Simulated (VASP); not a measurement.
# VASP 6.6.1 run: BaTe

INCAR

```
EDIFF = 0.0001
PREC = Accurate
GGA = PE
NSW = 0
NELM = 120
LWAVE = .FALSE.
ENCUT = 520
LASPH = .TRUE.
ISIF = 2
IBRION = -1
ISMEAR = -1
SIGMA = 0.02
NBANDS = 15
LREAL = .FALSE.
LCHARG = .FALSE.
```

KPOINTS

```
KPOINTS created by Atomic Simulation Environment
0
Gamma
6 6 6
0 0 0
```

POSCAR

```
Ba Te
 1.0000000000000000
     0.0000000000000000    3.6825132749999998    3.4927136154000000
     3.6825132749999998    0.0000000000000000    3.4927136154000000
     3.6825132749999998    3.6825132749999998    0.0000000000000000
 Ba  Te
   1   1
Cartesian
  0.0000000000000000  0.0000000000000000  0.0000000000000000
  3.6825132749999998  3.6825132749999998  3.4927136153999991
```

The recommended PBE PAW datasets give the neutral cell 16 valence electrons.

Command

```
mpirun -np 1 vasp_std
```

OSZICAR

```
N       E                     dE             d eps       ncg     rms          rms(c)
DAV:   1     0.858859923183E+02    0.85886E+02   -0.60406E+03   900   0.871E+02
DAV:   2    -0.274175884375E+01   -0.88628E+02   -0.80952E+02  1203   0.154E+02
DAV:   3    -0.854949257704E+01   -0.58077E+01   -0.57675E+01  1221   0.419E+01
DAV:   4    -0.870816509712E+01   -0.15867E+00   -0.15862E+00  1230   0.679E+00
DAV:   5    -0.871082284003E+01   -0.26577E-02   -0.26577E-02  1269   0.755E-01    0.335E+00
DAV:   6    -0.856628573516E+01    0.14454E+00   -0.17155E-01  1075   0.195E+00    0.219E+00
DAV:   7    -0.856654346331E+01   -0.25773E-03   -0.12791E-01  1118   0.188E+00    0.852E-01
DAV:   8    -0.857547708654E+01   -0.89336E-02   -0.17614E-02   963   0.875E-01    0.192E-01
DAV:   9    -0.857588988393E+01   -0.41280E-03   -0.11650E-03  1222   0.206E-01    0.721E-02
DAV:  10    -0.857617032265E+01   -0.28044E-03   -0.42583E-04   942   0.131E-01    0.163E-02
DAV:  11    -0.857619586446E+01   -0.25542E-04   -0.50621E-05   843   0.432E-02
   1 F= -.85761959E+01 E0= -.85761959E+01  d E =-.139289E-10
```

From OUTCAR

```
k-points           NKPTS =     30   k-points in BZ     NKDIM =     30   number of bands    NBANDS=     15

   NELECT =      16.0000    total number of electrons

   dimension x,y,z NGX =    40 NGY =   40 NGZ =   40
   dimension x,y,z NGXF=    80 NGYF=   80 NGZF=   80

  energy-cutoff  :      520.00
  volume of cell :       94.73
      direct lattice vectors                 reciprocal lattice vectors
     0.000000000  3.682513275  3.492713615    -0.135776836  0.135776836  0.143155167
     3.682513275  0.000000000  3.492713615     0.135776836 -0.135776836  0.143155167
     3.682513275  3.682513275  0.000000000     0.135776836  0.135776836 -0.143155167

 k-points in reciprocal lattice and weights: KPOINTS created by Atomic Simulation Env
   0.00000000  0.00000000  0.00000000       0.005
   0.16666667  0.00000000  0.00000000       0.037
   0.33333333  0.00000000  0.00000000       0.037
   0.50000000  0.00000000  0.00000000       0.019
   0.16666667  0.16666667  0.00000000       0.009
   0.33333333  0.16666667  0.00000000       0.037
   0.50000000  0.16666667  0.00000000       0.037
  -0.33333333  0.16666667  0.00000000       0.037
   ...

 E-fermi :   2.1392

 k-point     1 :       0.0000    0.0000    0.0000
  band No.  band energies     occupation
      1     -25.6000      2.00000
      2     -10.7322      2.00000
      3     -10.7322      2.00000
      4     -10.7264      2.00000
      5      -7.6584      2.00000
      6       1.6565      2.00000
      7       1.6565      2.00000
      8       1.7503      2.00000
      9       4.1567      0.00000
     10       4.5589      0.00000
     11       4.5589      0.00000
     12       4.8542      0.00000
     13       5.0710      0.00000
     14       5.3654      0.00000
     15       8.6544      0.00000

 k-point     2 :       0.1667    0.0000    0.0000
  band No.  band energies     occupation
      1     -25.5982      2.00000
      2     -10.8009      2.00000
      3     -10.7366      2.00000
      4     -10.7292      2.00000
      5      -7.5279      2.00000
      6       0.9703      2.00000
      7       1.3594      2.00000
      8       1.3919      2.00000
      9       4.5890      0.00000
     10       4.8830      0.00000
     11       5.0200      0.00000
     12       5.2248      0.00000
     13       5.6856      0.00000
     14       6.0926      0.00000
     15       9.3557      0.00000

 k-point     3 :       0.3333    0.0000    0.0000
  band No.  band energies     occupation
      1     -25.5944      2.00000
      2     -10.9306      2.00000
      3     -10.7454      2.00000
      4     -10.7299      2.00000
      5      -7.2714      2.00000
      6       0.0594      2.00000
      7       0.9104      2.00000
      8       0.9217      2.00000
      9       5.0241      0.00000
     10       5.6987      0.00000
     11       5.7302      0.00000
     12       6.5115      0.00000
     13       7.0533      0.00000
     14       7.5305      0.00000
     15       9.1612      0.00000

 ...

  Total       -1.2591401     -1.2591401      0.1955343      0.0000000     -0.0000000      0.0000000
  in kB      -21.2962445    -21.2962445      3.3071346      0.0000000     -0.0000000      0.0000000
  external PRESSURE =     -13.0951182 kB  Pullay stress =       0.0000000 kB

 POSITION                                       TOTAL-FORCE (eV/Angst)
 -----------------------------------------------------------------------------------
      0.00000      0.00000      0.00000         0.000000     -0.000000      0.000000
      3.68251      3.68251      3.49271        -0.000000      0.000000      0.000000
 -----------------------------------------------------------------------------------
    total drift:                                0.000000     -0.000000     -0.000000

  FREE ENERGIE OF THE ION-ELECTRON SYSTEM (eV)
  ---------------------------------------------------
  free  energy   TOTEN  =        -8.5761958645 eV

  energy  without entropy=       -8.5761958644  energy(sigma->0) =       -8.57619586
```

It converged. Results: gap between bands v and c on the k mesh 1.64 eV; least direct gap on the k mesh 2.02 eV; pressure -1.3 GPa. Band v is the last that the valence electrons fill when counted band by band, and c is the next.

For comparison, a separate PBE run of the intended cell, on usual settings and not on those above, gives a gap of 1.64 eV on its mesh and a pressure of -1.3 GPa.

The run above took about 43 s on one core of a shared host (Intel Xeon Platinum 8488C) and held 0.25 GiB at most.
